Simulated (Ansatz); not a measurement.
Crystal: Fe.

```
Fe
1.0
    -1.44300    1.44300    1.44300
     1.44300   -1.44300    1.44300
     1.44300    1.44300   -1.44300
Fe
1
Direct
  0.00000 0.00000 0.00000
```

Alike in all runs: program Ansatz 0.2.0; functional PBE; potentials or basis Ansatz PAW; cutoff 420 eV (not typed: the program's choice for these potentials); k mesh 11 × 11 × 11; occupations fermi-dirac, width 0.05 eV.

Starts and where they ended:

```tsv
start	free energy over the lowest (meV/atom)	net moment (μB)	site or absolute moments (μB)	gap
collinear spin, ferromagnetic start of up to 3.8 μB; fixed moment 3.8	1453.9	3.80	Fe +3.53	-
collinear spin, ferromagnetic start of up to 1.5 μB; fixed moment 1.5	167.3	1.50	Fe +1.57	-
collinear spin, ferromagnetic start of up to 0.8 μB; fixed moment 0.8	425.8	0.80	Fe +0.86	-
collinear spin, ferromagnetic start of up to 3 μB; fixed moment 3	224.6	3.00	Fe +2.96	-
collinear spin, ferromagnetic start of up to 2.2 μB; fixed moment 2.2	0.0	2.20	Fe +2.26	-
collinear spin, ferromagnetic start of up to 6 μB; fixed moment 6	11055.9	6.00	Fe +5.01	-
collinear spin, ferromagnetic start of up to 4.5 μB; fixed moment 4.5	3811.5	4.50	Fe +4.02	-
collinear spin, program default start; fixed moment 0	582.5	0.00	-	-
```

All polarised runs hold their moment fixed, so the table maps the energy against it. A still lower state may exist.

Caveats: the total moment is fixed, so each spin has its own Fermi level.
